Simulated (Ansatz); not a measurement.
## How BeS (F-43m) expands on warming

How much does BeS expand with temperature?

Experimental results on record:
- heat capacity C_P per formula unit 34.2 J/mol/K and bulk modulus 105 GPa near room temperature (given in “High-Throughput Prediction of Finite-Temperature Properties using the Quasi-Harmonic Approximation”, 2016, arXiv:1603.06924)

Program: Ansatz 0.2.0. Level of theory: DFT RPBE, scalar-relativistic, plane waves, PAW. Results are calculated unless marked as measured.

The database entry behind the starting cell differs from later determinations by our own check (0.1 to 0.3 % short, probably kX units), so it need not match the best structure at ambient conditions.

### 1. The starting structure

The structure is cubic, space group F-43m (No. 216). The conventional cell has a = 4.850 Å, b = 4.850 Å, c = 4.850 Å, α = 90.00°, β = 90.00°, γ = 90.00°. Be has 4 S at 2.10 Å nearest. S has 4 Be at 2.10 Å nearest. Farther neighbours and most contacts between anions are not listed.

### 2. Probe on a coarse mesh

A cheap single point shows whether the cell is a metal or an insulator and how far it is from rest; that sets the k-mesh and the occupations of what follows.

Input file input.yaml:

```yaml
crystal:
  lattice:
    - [0.0, 2.425, 2.425]
    - [2.425, 0.0, 2.425]
    - [2.425, 2.425, 0.0]
  atoms:
    - { symbol: Be, position: [0.0, 0.0, 0.0] }
    - { symbol: S, position: [0.25, 0.25, 0.25] }
kpoints:
  mp_grid: { grid: [6, 6, 6] }
hamiltonian:
  xc: rpbe
scf:
  occupations: { method: gaussian, width: 0.1 }
output:
  forces: true
  stress: true
  eigenvalues: true
```

Started as:

```
ansatz run input.yaml --threads 2 --pin off --max-ram 5120MiB --backend cpu --events-out ev --progress --plain --runs-dir out
```

Numbers of over 12 decimals in the logs are rounded to 6 here.

What it wrote:

```text
Engine: ansatz 0.2.0, aarch64-unknown-linux-gnu
Pseudopotentials: kind: paw
Pseudopotential: Be, paw, valence charge 2, recommended cutoff 420 eV (normal), Be.paw.azcp
Pseudopotential: S, paw, valence charge 6, recommended cutoff 420 eV (normal), S.paw.azcp
Functional definition: RPBE
  parameter kappa = 0.804
  parameter beta = 0.066725
  exchange = rpbe_x(kappa = kappa, mu = beta*pi^2/3)
  correlation = pbe_c(beta = beta)
Crystal: 2 atoms, lattice volume = 28.521 Å³
Basis set: ecut = 420 eV, 537 PW (Γ), exchange–correlation on 48×48×48 points (8 copies of the dense FFT grid, shifted against one another)
Bands: 8, of which v1, the nominal top of the filled ones, is band 4 counted from 1 (3 counted from 0)
Symmetry: 24 space group operations
Space group: F-43m (ITA 216), of the structure as read, at distance tolerance 3.1e-5 Å
k-points: 16 of 216 (time reversal used)
Non-local potential: Be, projectors of the file, l = 0: 2, l = 1: 2, l = 2: 1
Non-local potential: S, projectors of the file, l = 0: 2, l = 1: 2, l = 2: 2
PAW form: soft (Blöchl's): semilocal exchange-correlation on the pseudo side does not see the compensation charge
PAW frozen core: Be, regenerated for the run's functional, and the local potential with it (the file was generated under x = pbe(κ = 0.804, μ = 0.219515), c = pbe(β = 0.066725))
PAW frozen core: S, regenerated for the run's functional, and the local potential with it (the file was generated under x = pbe(κ = 0.804, μ = 0.219515), c = pbe(β = 0.066725))
PAW one-centre angular grid: Be, 110 points (default); XC on 64 Gauss nodes
PAW one-centre angular grid: S, 110 points (default); XC on 64 Gauss nodes
Initial density: superposition of atomic densities (neutral atoms: chi_scale 0, normalization atom), corrected by the library's trained network
Initial wavefunctions: pseudopotential atomic-orbital guess
Functional: x = rpbe, c = pbe(β = 0.066725)
SCF iter   1: F=—  HF=-1001.293897 eV  |F-HF|=—  |Δ(HF+E_count)|=         —  Δρ=2.32e-3  dr2=1.18e-3  ethr=1.77e-3  ⟨swp⟩=5.1  Hψ=1042  notcnv=0
preconditioner: auto → none  [insulator: Δε(μ)=3.222 eV  Ē_g=12.864 eV  σ=0.100 eV  W_gap=1.00  n_scr=0 (ndim 8)  ℏωp=19.7 eV  f_vac=0.000  D(μ)=0.00/eV (n_scr^D=0)  ε∞_Penn≈3.3]
SCF iter   2: F=—  HF=-1001.293333 eV  |F-HF|=—  |Δ(HF+E_count)|=   5.64e-4  Δρ=1.14e-3  dr2=1.86e-4  ethr=1.48e-5  ⟨swp⟩=1.8  Hψ=284  notcnv=0
SCF iter   3: F=—  HF=-1001.293501 eV  |F-HF|=—  |Δ(HF+E_count)|=   1.68e-4  Δρ=4.09e-4  dr2=3.16e-5  ethr=2.32e-6  ⟨swp⟩=2.6  Hψ=188  notcnv=0
SCF iter   4: F=—  HF=-1001.293587 eV  |F-HF|=—  |Δ(HF+E_count)|=   8.56e-5  Δρ=5.22e-5  dr2=9.20e-7  ethr=3.94e-7  ⟨swp⟩=2.6  Hψ=191  notcnv=0
iter 5 did not close the SCF: its close was put off for the readings that it lacked (scf_convergence_deferred on its scf_iter line)
SCF iter   5: F=-1001.293588 eV  HF=-1001.293588 eV  |F-HF|=3.19e-8  |Δ(HF+E_count)|=   7.38e-7  Δρ=8.48e-6  dr2=1.25e-8  ethr=1.15e-8  ⟨swp⟩=2.0  Hψ=190  notcnv=0
SCF iter   6: F=-1001.293588 eV  HF=-1001.293588 eV  |F-HF|=8.80e-11  |Δ(HF+E_count)|=   3.83e-8  Δρ=4.75e-7  dr2=5.56e-11  ethr=1.56e-10  ⟨swp⟩=2.0  Hψ=433  notcnv=0
SCF 1 converged in 6 iterations: F = -1001.293588 eV  dr2 = 5.56e-11
  greatest PAW one-centre occupation: 0.855 electrons in one spin orbital (limit 2), on the S atom at site 1 (counted from 0), in its partial waves of l = 0
SCF converged after 6 iterations
Free energy (F): -1001.293588 eV
Harris-Foulkes:  -1001.293588 eV  (|F-HF|=8.80e-11)
Internal energy: -1001.293588 eV  (E = F + TS)
E sigma→0 (E₀):  -1001.293588 eV
Fermi energy:    7.034885 eV
--- Per-component energies (eV) ---
  E_band       = 2.245170
  E_kinetic    = 128.288250
  E_local      = -115.106933  (includes V_loc(G=0)·N_el)
  E_nonlocal   = 32.192729
  E_hartree    = 35.793032
  E_xc         = -117.553902
  E_vxc        = -108.754354  (∫ρ·V_xc dr)
  E_paw        = -664.043341  (= ΣΔE_a)
  E_vpaw       = -5.960623  (= ΣTr[D̂ρ^β])
  E_aug_tail   = 0.000001  (compensation charges beyond the density's cutoff)
  E_ewald      = -300.820390
  E_core_change = -0.043034  (= ΣΔE_core)
  E_smearing   = -0.000000  (= −TS)
  E_closure    = -0.000000  (closes the sum)
  Σ components = -1001.293588   (vs F -1001.293588, Δ=0.00e0)
--- Forces (eV/Å), atoms counted from 1 ---
  atom   1  Be     0.00000000    -0.00000000     0.00000000
  atom   2  S      0.00000000    -0.00000000    -0.00000000
  max |Σ_I F_I| component: 3.49e-16 eV/Å
--- Stress (GPa, compression-positive) ---
        3.958993      -0.000000      -0.000000
       -0.000000       3.958993       0.000000
        0.000000       0.000000       3.958993
  P = ⅓ Tr σ = 3.9590 GPa (39.590 kbar)
--- Band table (eV; the first three rows and the last of 16) ---
  k-point 0: bands = ["-8.2627", "5.4215", "5.4215", "5.4215", "11.1369", "11.1369", "11.1369", "11.4615"]
  k-point 1: bands = ["-7.9528", "3.5490", "5.0979", "5.0979", "11.0999", "11.6993", "11.6993", "13.3890"]
  k-point 2: bands = ["-7.1803", "0.8885", "4.5969", "4.5969", "11.0168", "12.1203", "12.1203", "15.9619"]
  k-point 15: bands = ["-6.0757", "0.8342", "2.0239", "2.2593", "10.6642", "12.1363", "15.5224", "15.9159"]
```

It took 0.43 s on 2 threads of Arm Neoverse V1, shared host; peak memory 0.25 GiB.

In the SCF lines HF is the Harris–Foulkes energy and dr2 the Hartree energy of the density residual, in eV; the loop may stop once dr2 is under the threshold and the program's other checks hold. Hψ counts applications of the Hamiltonian.

A gap read on the k-mesh alone can miss the band edges.

This step gave:

* pressure: 3.959 GPa
* gap on the k-mesh: 3.227 eV
* volume per atom: 14.26 Å³

The start is under 4.0 GPa at this level and looks like an insulator or semiconductor on this mesh.

### 3. Relaxation

Phonons are second derivatives about a minimum, so cell and atoms are relaxed first, inside the symmetry of the start.

input.yaml, the sections that differ from step 2:

```yaml
kpoints:
  mp_grid: { grid: [8, 8, 8] }
scf:
  occupations: { method: gaussian, width: 0.02 }
relax:
  adjacent_minimum: "off"
  f_tol: 0.005
  max_steps: 80
  cell: { stress_tol: 0.05 }
# crystal, hamiltonian, output: as in step 2
```

What it wrote:

```text
[...]
Crystal: 2 atoms, lattice volume = 28.521 Å³
Basis set: ecut = 420 eV, 537 PW (Γ), exchange–correlation on 48×48×48 points (8 copies of the dense FFT grid, shifted against one another)
Bands: 8, of which v1, the nominal top of the filled ones, is band 4 counted from 1 (3 counted from 0)
Symmetry: 24 space group operations
[...]
k-points: 29 of 512 (time reversal used)
[...]
SCF iter   1: F=—  HF=-1001.296501 eV  |F-HF|=—  |Δ(HF+E_count)|=         —  Δρ=2.29e-3  dr2=1.15e-3  ethr=1.77e-3  ⟨swp⟩=5.4  Hψ=1930  notcnv=0
[...]
SCF iter   6: F=-1001.296131 eV  HF=-1001.296131 eV  |F-HF|=1.20e-10  |Δ(HF+E_count)|=   3.29e-8  Δρ=3.92e-7  dr2=3.43e-11  ethr=1.67e-10  ⟨swp⟩=2.0  Hψ=796  notcnv=0
SCF 1 converged in 6 iterations: F = -1001.296131 eV  dr2 = 3.43e-11
[...]
relax step   1: F+E_penalty+E_count = -1001.29613142 eV  Δ(F+E_penalty+E_count) = +0.000e0 eV  max|allowed force component| = 1.989e-16 eV/Å  Δτ_max = 0.0000 Å  P = +3.921 GPa  Ω = 28.521 Å³  (6 SCF iters, dr2 threshold 1.00e-7 eV, accepted)
Crystal: 2 atoms, lattice volume = 29.199 Å³
[...]
iter 1 solved again at ethr=1.54e-5 eV; its pass at ethr=3.10e-3 eV (dr2=1.23e-3 eV) is discarded
[...]
SCF iter   5: F=-1001.307688 eV  HF=-1001.307688 eV  |F-HF|=1.10e-8  |Δ(HF+E_count)|=   1.08e-6  Δρ=3.47e-6  dr2=3.66e-9  ethr=2.50e-9  ⟨swp⟩=5.6  Hψ=1199  notcnv=0
SCF 2 converged in 5 iterations: F = -1001.307688 eV  dr2 = 3.66e-9
[...]
relax step   2: F+E_penalty+E_count = -1001.30768820 eV  Δ(F+E_penalty+E_count) = -1.156e-2 eV  max|allowed force component| = 3.585e-17 eV/Å  Δτ_max = 0.0000 Å  P = +1.615 GPa  Ω = 29.199 Å³  energy of the carried Pulay correction = -5.957e-5 eV  (5 SCF iters, dr2 threshold 2.00e-7 eV, accepted)
Crystal: 2 atoms, lattice volume = 29.693 Å³
Basis set: ecut = 420 eV, 561 PW (Γ), exchange–correlation on 48×48×48 points (8 copies of the dense FFT grid, shifted against one another)
[...]
SCF iter   5: F=-1001.310238 eV  HF=-1001.310238 eV  |F-HF|=3.06e-9  |Δ(HF+E_count)|=   6.26e-7  Δρ=2.66e-6  dr2=2.19e-9  ethr=2.50e-9  ⟨swp⟩=5.1  Hψ=1185  notcnv=0
SCF 3 converged in 5 iterations: F = -1001.310238 eV  dr2 = 2.19e-9
[...]
relax step   3: F+E_penalty+E_count = -1001.31023800 eV  Δ(F+E_penalty+E_count) = -2.550e-3 eV  max|allowed force component| = 6.939e-17 eV/Å  Δτ_max = 0.0000 Å  P = +0.086 GPa  Ω = 29.693 Å³  energy of the carried Pulay correction = -1.021e-4 eV  (5 SCF iters, dr2 threshold 2.00e-7 eV, accepted)
[...]
relax step   4: F+E_penalty+E_count = -1001.31024341 eV  Δ(F+E_penalty+E_count) = -5.412e-6 eV  max|allowed force component| = 6.708e-17 eV/Å  Δτ_max = 0.0000 Å  P = +0.002 GPa  Ω = 29.721 Å³  energy of the carried Pulay correction = -1.046e-4 eV  (3 SCF iters, dr2 threshold 1.86e-8 eV, accepted)
[...]
SCF iter   1: F=—  HF=-1001.310332 eV  |F-HF|=—  |Δ(HF+E_count)|=         —  Δρ=2.11e-5  dr2=1.89e-8  ethr=9.82e-7  ⟨swp⟩=2.2  Hψ=2542  notcnv=0
eigensolver tolerance schedule: the retry pair's looser diagonalisation over-reported the residual by 4146.34 of it (diagonalisation noise at an unbounded share of the residual, at the tolerance the schedule requests for it); recorded, not acted on — ethr = c·dr2/N_el stays at c = 1.0e-1
[...]
SCF iter   2: F=—  HF=-1001.310360 eV  |F-HF|=—  |Δ(HF+E_count)|=   2.78e-5  Δρ=1.10e-5  dr2=4.66e-9  ethr=2.37e-10  ⟨swp⟩=2.5  Hψ=387  notcnv=0
[...]
SCF iter   4: F=-1001.310360 eV  HF=-1001.310360 eV  |F-HF|=3.52e-11  |Δ(HF+E_count)|=  7.44e-10  Δρ=3.01e-7  dr2=1.03e-11  ethr=1.00e-12  ⟨swp⟩=4.0  Hψ=1031  notcnv=0
SCF 5 converged in 4 iterations: F = -1001.310360 eV  dr2 = 1.03e-11
relax step   5: F+E_penalty+E_count = -1001.31035972 eV  Δ(F+E_penalty+E_count) = -1.163e-4 eV  max|allowed force component| = 4.742e-17 eV/Å  Δτ_max = 0.0000 Å  P = +0.007 GPa  Ω = 29.721 Å³  stress off target by 6.54e-3 GPa  SCF on the basis re-selected at this cell (its energy is not comparable with the rows above)  (4 SCF iters)
basis re-selected at this cell: Δ(F+E_penalty+E_count) = -1.163e-4 eV, ΔP = +0.004 GPa vs the last step (what re-selecting the basis moved, of the pressure what is left beyond the Pulay correction that the steps carried, after the strain that the cell walked since its last selection, with what the two solves' SCF thresholds leave and, on support functions, any second-order correction that the steps lacked; it is no m [...]
SCF converged after 4 iterations
Free energy (F): -1001.310360 eV
[...]
Internal energy: -1001.310360 eV  (E = F + TS)
E sigma→0 (E₀):  -1001.310360 eV
Fermi energy:    6.616646 eV
[...]
--- Stress (GPa, compression-positive) ---
        0.006537      -0.000000      -0.000000
       -0.000000       0.006537       0.000000
       -0.000000       0.000000       0.006537
  P = ⅓ Tr σ = 0.0065 GPa (0.065 kbar)
--- Band table (eV; the first three rows and the last of 29) ---
[...]
--- Relaxed structure (4 steps of the walk, 4 accepted, 1 SCFs on fresh bases) ---
  F+E_penalty+E_count = -1001.31035972 eV   max|allowed force component| = 4.742e-17 eV/Å   (the final SCF, on the basis selected at the relaxed cell)
  cell:  # Å, volume = 29.7209 Å³
    - [0, 2.458541, 2.458541]
    - [2.458541, 0, 2.458541]
    - [2.458541, 2.458541, 0]
  atoms:
    - { symbol: Be, position: [0, 0, 0] }
    - { symbol: S, position: [0.25, 0.25, 0.25] }
```

Run time: 2.9 s. Hardware: 2 threads; peak memory 0.28 GiB; 5.3 s of CPU time.

Step by step:

```tsv
step	energy less that of the first step (eV)	largest force component (eV/Å)	pressure (GPa)	volume (Å³)
1	0.0000	0.0000	3.92	28.52
2	-0.0116	0.0000	1.62	29.20
3	-0.0141	0.0000	0.09	29.69
4	-0.0141	0.0000	0.00	29.72
5*	-0.0142	0.0000	0.01	29.72
```

Relaxation steps marked * repeat the geometry before them on a plane-wave basis chosen anew for their cell, so energy and pressure can jump there.

The run keeps the 24 symmetry operations that it works with, so distortions that break them were not tested.

```tsv
conventional cell, symmetrised	before	after	change
a (Å)	4.850	4.917	+1.4 %
b (Å)	4.850	4.917	+1.4 %
c (Å)	4.850	4.917	+1.4 %
volume (Å³/atom)	14.26	14.86	+4.2 %
```

Final coordinates:

```xyz
2
Lattice="0.0000 2.4585 2.4585 2.4585 0.0000 2.4585 2.4585 2.4585 0.0000" Properties=species:S:1:pos:R:3 pbc="T T T"
Be    0.0000    0.0000    0.0000
S     1.2293    1.2293    1.2293
```

This step gave:

| Item | Value |
| --- | --- |
| pressure | 0.006537 GPa |
| gap on the k-mesh | 3.322 eV |
| volume per atom | 14.86 Å³ |

The relaxation ends with a pressure of 0.01 GPa.

### 4. Relaxing to small residual forces and stress

The thresholds are tightened for a last relaxation ahead of the phonons, and where mesh or smearing change with them the cell follows.

input.yaml, the sections that differ from step 3:

```yaml
crystal:
  lattice:
    - [0.0, 2.4585412082, 2.4585412082]
    - [2.4585412082, 0.0, 2.4585412082]
    - [2.4585412082, 2.4585412082, 0.0]
  atoms:
    - { symbol: Be, position: [0.0, 0.0, 0.0] }
    - { symbol: S, position: [0.25, 0.25, 0.25] }
scf:
  occupations: { method: fixed }
relax:
  adjacent_minimum: "off"
  f_tol: 0.001
  max_steps: 60
  cell: { stress_tol: 0.01 }
# kpoints, hamiltonian, output: as in step 3
```

What it wrote:

```text
[...]
Crystal: 2 atoms, lattice volume = 29.721 Å³
Basis set: ecut = 420 eV, 561 PW (Γ), exchange–correlation on 48×48×48 points (8 copies of the dense FFT grid, shifted against one another)
Bands: 8, of which v1, the nominal top of the filled ones, is band 4 counted from 1 (3 counted from 0)
Symmetry: 24 space group operations
[...]
k-points: 29 of 512 (time reversal used)
[...]
P = ⅓ Tr σ = 0.0065 GPa (0.065 kbar)
--- Band table (eV; the first three rows and the last of 29) ---
[...]
--- Relaxed structure (1 steps of the walk, 1 accepted, 1 SCFs on fresh bases) ---
[...]
cell:  # Å, volume = 29.7209 Å³
    - [0.0, 2.4585412082, 2.4585412082]
    - [2.4585412082, 0.0, 2.4585412082]
    - [2.4585412082, 2.4585412082, 0.0]
  atoms:
    - { symbol: Be, position: [0.0, 0.0, 0.0] }
    - { symbol: S, position: [0.25, 0.25, 0.25] }
[key lines of the parts left out:]
SCF converged after 6 iterations
Free energy (F): -1001.310360 eV
Fermi energy:    4.955715 eV
```

Wall time 1.3 s (2 threads); peak memory 0.27 GiB; 2.4 s of CPU time.

Little changed from the start: no atom moved by 0.005 Å and no cell edge by 0.1 %.

This step gave:

```yaml
pressure: 0.006547 GPa
```

The residual pressure is 0.0065 GPa, small enough for phonons.

(Part 1 of 3 ends here.)

[Logs are printed without paths, hosts, clocks, repeated set-up lines and the standing remarks that a program may print on its own settings, such as how far it seeks lower states.]

[Hosts, paths, dates, database ids (printed as entryN), source tags and the programs' standing remarks are cut or masked in the printed files.]

[A step with changed settings may run another functional than the one named; its input shows which.]
